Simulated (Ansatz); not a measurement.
# MgS (F-43m) in Ansatz: notebook

The runs below take MgS through single point, with PBE.

All numbers are computed with Ansatz 0.2.0; they aren't measurements. Logs are shortened: lines on timing, memory, paths and dates and some standing lists are left out, and cuts for length are marked.

### 1 The crystal as given

The structure is cubic, space group F-43m (No. 216). Conventional cell: a = 5.666 Å, b = 5.666 Å, c = 5.666 Å, α = 90.00°, β = 90.00°, γ = 90.00°. S (site symmetry -43m) has 4 Mg at 2.45 Å as nearest neighbours. Around Mg (site symmetry -43m) lie 4 S at 2.45 Å.

The cell comes from a database or a generator and needn't be the stable form of this composition.

### 2 Single point, PBE, 21.38 Å³/atom (volume scaled by 0.94)

The input, input.yaml:

```yaml
crystal:
  lattice:
    - [0.0, 2.7752850422, 2.7752850422]
    - [2.7752850422, 0.0, 2.7752850422]
    - [2.7752850422, 2.7752850422, 0.0]
  atoms:
    - { symbol: S, position: [0.25, 0.25, 0.25] }
    - { symbol: Mg, position: [0.0, 0.0, 0.0] }
kpoints:
  mp_grid: { grid: [8, 8, 8] }
scf:
  occupations: { method: fermi_dirac, width: 0.05 }
hamiltonian:
  xc: pbe
  pseudopotentials: { kind: all_electron, lapw: { basis_error: 0.0005 } }
output:
  forces: true
  stress: true
  eigenvalues: true
```

Potentials or basis: all-electron LAPW, scalar-relativistic.

Run with:

```bash
$ ansatz run input.yaml --threads 1 --pin off --max-ram 3072MiB --backend cpu --events-out ev --progress --plain --runs-dir out
```

The program printed:

```text
Warning: RAYON_NUM_THREADS=1 ignored (pool sized by the plan → 1); use --threads N
LAPW: plane waves up to 7.885 Å⁻¹, error target 5.0e-4 eV per atom; small_component_spin mean_spin; Mg in spheres of 1.239 Å, 10 of its electrons in bands, Dirac shells []; S in spheres of 1.165 Å, 14 of its electrons in bands, Dirac shells [] (how accurate: hamiltonian.pseudopotentials.lapw.basis_error, Limitations)
Engine: ansatz 0.2.0, aarch64-unknown-linux-gnu
Pseudopotentials: kind: all_electron
Pseudopotential: S, LAPW, valence charge 14, lapw/all_electron/scalar/gaussian/S, Koelling and Harmon's equation, gaussian nucleus
Pseudopotential: Mg, LAPW, valence charge 10, lapw/all_electron/scalar/gaussian/Mg, Koelling and Harmon's equation, gaussian nucleus
Functional definition: PBE
  parameter kappa = 0.804
  parameter beta = 0.06672455060314922
  exchange = pbe_x(kappa = kappa, mu = beta*pi^2/3)
  correlation = pbe_c(beta = beta)
Crystal: 2 atoms, lattice volume = 42.752 Å³
Basis set: ecut = 236.88761727129292 eV, 339 PW (Γ), exchange–correlation at level 2
Bands: 16, of which v1, the nominal top of the filled ones, is band 12 counted from 1 (11 counted from 0)
Symmetry: 24 space group operations
Space group: F-43m (ITA 216), of the structure as read, at distance tolerance 3.5e-5 Å
k-points: 29 of 512 (time reversal used)
Non-local potential: S, projectors of the file, none
Non-local potential: Mg, projectors of the file, none
Initial density: superposition of atomic densities (chi_scale 0.1, normalization cell, long waves kept (reshape's long-wave potential 0.00 eV rms))
Initial wavefunctions: plane waves of lowest kinetic energy (no species holds an atomic orbital)
Functional: x = pbe(κ = 0.804, μ = 0.2195149727645171), c = pbe(β = 0.06672455060314922)
iter 1 solved again at ethr=6.30e-3 eV; its pass at ethr=1.00e-1 eV (dr2=1.51e0 eV) is discarded
SCF iter   1: F=—  HF=-16317.361299 eV  |F-HF|=—  |Δ(HF+E_count)|=         —  Δρ=4.34e-2  dr2=1.51e0  ethr=6.30e-3  ⟨swp⟩=2.0  Hψ=3222  notcnv=0
preconditioner: auto → none  [insulator: Δε(μ)=4.420 eV  Ē_g=12.015 eV  σ=0.050 eV  W_gap=1.00  n_scr=14 (ndim 8)  ℏωp=16.1 eV  f_vac=0.000  D(μ)=0.00/eV (n_scr^D=0)  ε∞_Penn≈2.8]
iter 2 solved again at ethr=1.34e-4 eV; its pass at ethr=6.29e-3 eV (dr2=3.23e-2 eV) is discarded
SCF iter   2: F=—  HF=-16316.857744 eV  |F-HF|=—  |Δ(HF+E_count)|=   5.04e-1  Δρ=1.05e-2  dr2=3.22e-2  ethr=1.34e-4  ⟨swp⟩=2.0  Hψ=2436  notcnv=0
SCF iter   3: F=—  HF=-16316.857839 eV  |F-HF|=—  |Δ(HF+E_count)|=         —  Δρ=5.53e-3  dr2=1.35e-2  ethr=1.34e-4  ⟨swp⟩=2.0  Hψ=1392  notcnv=0
the basis was enlarged: its passes take 234.9 KiB over the memory plan, 1 of 1 planned eigensolver slots
SCF iter   4: F=—  HF=-16316.862295 eV  |F-HF|=—  |Δ(HF+E_count)|=   4.46e-3  Δρ=3.32e-4  dr2=3.92e-5  ethr=5.63e-5  ⟨swp⟩=2.0  Hψ=1392  notcnv=0
SCF iter   5: F=—  HF=-16316.862367 eV  |F-HF|=—  |Δ(HF+E_count)|=   7.18e-5  Δρ=8.07e-5  dr2=1.73e-6  ethr=1.63e-7  ⟨swp⟩=3.0  Hψ=1392  notcnv=0
SCF iter   6: F=—  HF=-16316.862372 eV  |F-HF|=—  |Δ(HF+E_count)|=   4.30e-6  Δρ=2.20e-5  dr2=1.38e-7  ethr=7.20e-9  ⟨swp⟩=3.0  Hψ=1383  notcnv=0
SCF iter   7: F=-16316.862372 eV  HF=-16316.862372 eV  |F-HF|=1.37e-9  |Δ(HF+E_count)|=   4.24e-7  Δρ=1.12e-6  dr2=6.26e-10  ethr=5.77e-10  ⟨swp⟩=3.0  Hψ=1392  notcnv=0
SCF 1 converged in 7 iterations: F = -16316.862372 eV  dr2 = 6.26e-10
SCF converged after 7 iterations
Free energy (F): -16316.862372 eV
Harris-Foulkes:  -16316.862372 eV  (|F-HF|=1.37e-9)
Internal energy: -16316.862372 eV  (E = F + TS)
E sigma→0 (E₀):  -16316.862372 eV
Fermi energy:    5.830695 eV
--- Per-component energies (eV) ---
  E_band       = -1618.817266
  E_kinetic    = 16375.304825
  E_xc         = -1147.880269
  E_electrostatic = -31544.286928  (all electrons and nuclei)
  E_smearing   = -0.000000  (= −TS)
  E_closure    = 0.000000  (closes the sum)
  E_atoms      = -16308.471871  (free atoms, spherical and without spin; not in F)
  Σ components = -16316.862372   (vs F -16316.862372, Δ=0.00e0)
  Basis errors (estimates in eV, not in F): energy 2.6e-4 per atom: plane waves 2.3e-4 (1.4e-4 summed), levels above the bands 6.1e-67, relativity 3.7e-8, radial functions 2.6e-5, core shells 4.2e-14; eigenvalues (radial functions only) 7.4e-7; not estimated: angular momenta, meshes, grids; target (lapw.basis_error) 5.0e-4; muffin-tin radii Mg 1.239 Å, S 1.165 Å
--- Forces (eV/Å), atoms counted from 1 ---
  atom   1  S     -0.00000000     0.00000000     0.00000000
  atom   2  Mg     0.00000000     0.00000000    -0.00000000
  max |Σ_I F_I| component: 3.24e-17 eV/Å
--- Stress (GPa, compression-positive) ---
        5.069017      -0.000000      -0.000000
       -0.000000       5.069017       0.000000
       -0.000000       0.000000       5.069017
  P = ⅓ Tr σ = 5.0690 GPa (50.690 kbar)
--- Band table (eV; the first three rows and the last of 29) ---
  k-point 0: bands = ["-199.1544", "-143.9156", "-143.9156", "-143.9156", "-69.7002", "-36.4581", "-36.4581", "-36.4581", "-7.5730", "3.8978", "3.8978", "3.8978", "7.6606", "11.9762", "11.9762", "11.9762"]
  k-point 1: bands = ["-199.1544", "-143.9156", "-143.9156", "-143.9156", "-69.7002", "-36.4586", "-36.4581", "-36.4581", "-7.4745", "3.1873", "3.8418", "3.8418", "8.3317", "11.8103", "12.1628", "12.1628"]
  k-point 2: bands = ["-199.1544", "-143.9156", "-143.9156", "-143.9156", "-69.7001", "-36.4598", "-36.4583", "-36.4583", "-7.2180", "1.9454", "3.7154", "3.7154", "9.1581", "11.9294", "12.1758", "12.1758"]
  k-point 28: bands = ["-199.1544", "-143.9156", "-143.9156", "-143.9156", "-69.7000", "-36.4609", "-36.4601", "-36.4594", "-6.5319", "1.4911", "1.9190", "2.4740", "9.4615", "12.1702", "12.1805", "12.6606"]
```

Run time: 9 s. Hardware: 1 thread of Arm Neoverse V1, shared host; peak memory 0.24 GiB.

Results:

| Property | Result |
| --- | --- |
| Free energy | -16316.8624 eV |
| Pressure | 5.1 GPa |
| Band gap on the k mesh | 3.76 eV, direct |

### 3 Single point, PBE, 21.83 Å³/atom (volume scaled by 0.96)

input.yaml: that of step 2 with these lines changed.

```diff
@@ -2,5 +2,5 @@
   lattice:
-    - [0.0, 2.7752850422, 2.7752850422]
-    - [2.7752850422, 0.0, 2.7752850422]
-    - [2.7752850422, 2.7752850422, 0.0]
+    - [0.0, 2.794829947, 2.794829947]
+    - [2.794829947, 0.0, 2.794829947]
+    - [2.794829947, 2.794829947, 0.0]
   atoms:
```

Potentials or basis: all-electron LAPW, scalar-relativistic.

Run with:

```bash
$ ansatz run input.yaml --threads 1 --pin off --max-ram 3072MiB --backend cpu --events-out ev --progress --plain --runs-dir out
```

Run time: 8.6 s. Hardware: 1 thread of Arm Neoverse V1, shared host; peak memory 0.23 GiB.

It converged, with:

```yaml
Free_energy: -16316.8868 eV
Pressure: 3.6 GPa
Band_gap_on_the_k_mesh: 3.65 eV, direct
```

### 4 Single point, PBE, 22.29 Å³/atom (volume scaled by 0.98)

input.yaml: that of step 3 with these lines changed.

```diff
@@ -2,5 +2,5 @@
   lattice:
-    - [0.0, 2.794829947, 2.794829947]
-    - [2.794829947, 0.0, 2.794829947]
-    - [2.794829947, 2.794829947, 0.0]
+    - [0.0, 2.8141052454, 2.8141052454]
+    - [2.8141052454, 0.0, 2.8141052454]
+    - [2.8141052454, 2.8141052454, 0.0]
   atoms:
```

Run with:

```bash
$ ansatz run input.yaml --threads 1 --pin off --max-ram 3072MiB --backend cpu --events-out ev --progress --plain --runs-dir out
```

It took 8.7 s on 1 thread of Arm Neoverse V1, shared host; peak memory 0.24 GiB.

Results (log left out):

```
Free energy            : -16316.9030 eV
Pressure               : 2.2 GPa
Band gap on the k mesh : 3.55 eV, direct
```

### 5 Single point, PBE, 22.74 Å³/atom

input.yaml: that of step 4 with these lines changed.

```diff
@@ -2,5 +2,5 @@
   lattice:
-    - [0.0, 2.8141052454, 2.8141052454]
-    - [2.8141052454, 0.0, 2.8141052454]
-    - [2.8141052454, 2.8141052454, 0.0]
+    - [0.0, 2.8331200468, 2.8331200468]
+    - [2.8331200468, 0.0, 2.8331200468]
+    - [2.8331200468, 2.8331200468, 0.0]
   atoms:
```

Run with:

```bash
$ ansatz run input.yaml --threads 1 --pin off --max-ram 3072MiB --backend cpu --events-out ev --progress --plain --runs-dir out
```

Run time: 8.6 s. Hardware: 1 thread of Arm Neoverse V1, shared host; peak memory 0.24 GiB.

The run converged. Its results:

```
Free energy            : -16316.9118 eV
Pressure               : 0.9 GPa
Band gap on the k mesh : 3.45 eV, direct
```

### 6 Single point, PBE, 23.20 Å³/atom (volume scaled by 1.02)

input.yaml: that of step 5 with these lines changed.

```diff
@@ -2,5 +2,5 @@
   lattice:
-    - [0.0, 2.8331200468, 2.8331200468]
-    - [2.8331200468, 0.0, 2.8331200468]
-    - [2.8331200468, 2.8331200468, 0.0]
+    - [0.0, 2.851882978, 2.851882978]
+    - [2.851882978, 0.0, 2.851882978]
+    - [2.851882978, 2.851882978, 0.0]
   atoms:
```

Potentials or basis: all-electron LAPW, scalar-relativistic.

Run with:

```bash
$ ansatz run input.yaml --threads 1 --pin off --max-ram 3072MiB --backend cpu --events-out ev --progress --plain --runs-dir out
```

Run time: 8.6 s. Hardware: 1 thread of Arm Neoverse V1, shared host; peak memory 0.24 GiB.

Results (log left out):

```yaml
Free_energy: -16316.9139 eV
Pressure: -0.2 GPa
Band_gap_on_the_k_mesh: 3.35 eV, direct
```

### 7 Single point, PBE, 23.65 Å³/atom (volume scaled by 1.04)

input.yaml: that of step 6 with these lines changed.

```diff
@@ -2,5 +2,5 @@
   lattice:
-    - [0.0, 2.851882978, 2.851882978]
-    - [2.851882978, 0.0, 2.851882978]
-    - [2.851882978, 2.851882978, 0.0]
+    - [0.0, 2.8704022176, 2.8704022176]
+    - [2.8704022176, 0.0, 2.8704022176]
+    - [2.8704022176, 2.8704022176, 0.0]
   atoms:
```

Run with:

```bash
$ ansatz run input.yaml --threads 1 --pin off --max-ram 3072MiB --backend cpu --events-out ev --progress --plain --runs-dir out
```

Wall time 8.5 s (1 thread of Arm Neoverse V1, shared host); peak memory 0.24 GiB.

Results (log left out):

| Quantity | Value |
| --- | --- |
| Free energy | -16316.9100 eV |
| Pressure | -1.2 GPa |
| Band gap on the k mesh | 3.26 eV, direct |

### 8 Single point, PBE, 24.10 Å³/atom (volume scaled by 1.06)

input.yaml: that of step 7 with these lines changed.

```diff
@@ -2,5 +2,5 @@
   lattice:
-    - [0.0, 2.8704022176, 2.8704022176]
-    - [2.8704022176, 0.0, 2.8704022176]
-    - [2.8704022176, 2.8704022176, 0.0]
+    - [0.0, 2.8886855272, 2.8886855272]
+    - [2.8886855272, 0.0, 2.8886855272]
+    - [2.8886855272, 2.8886855272, 0.0]
   atoms:
```

Run with:

```bash
$ ansatz run input.yaml --threads 1 --pin off --max-ram 3072MiB --backend cpu --events-out ev --progress --plain --runs-dir out
```

Wall time 8.5 s (1 thread of Arm Neoverse V1, shared host); peak memory 0.24 GiB.

The run converged. Its results:

```yaml
Free_energy: -16316.9005 eV
Pressure: -2.1 GPa
Band_gap_on_the_k_mesh: 3.17 eV, direct
```

### 9 For comparison

An earlier run on the cell as given: functional PBE; potentials or basis all-electron LAPW, scalar-relativistic; cutoff 208 eV (chosen from the basis error); basis error allowed 0.001 eV/atom; k mesh 8 × 8 × 8; occupations fermi-dirac, width 0.05 eV; no spin polarisation.

* Pressure: 0.9 GPa
* Band gap on the k mesh: 3.45 eV, direct
* Loewdin charges: S -1.28; Mg +1.41 e
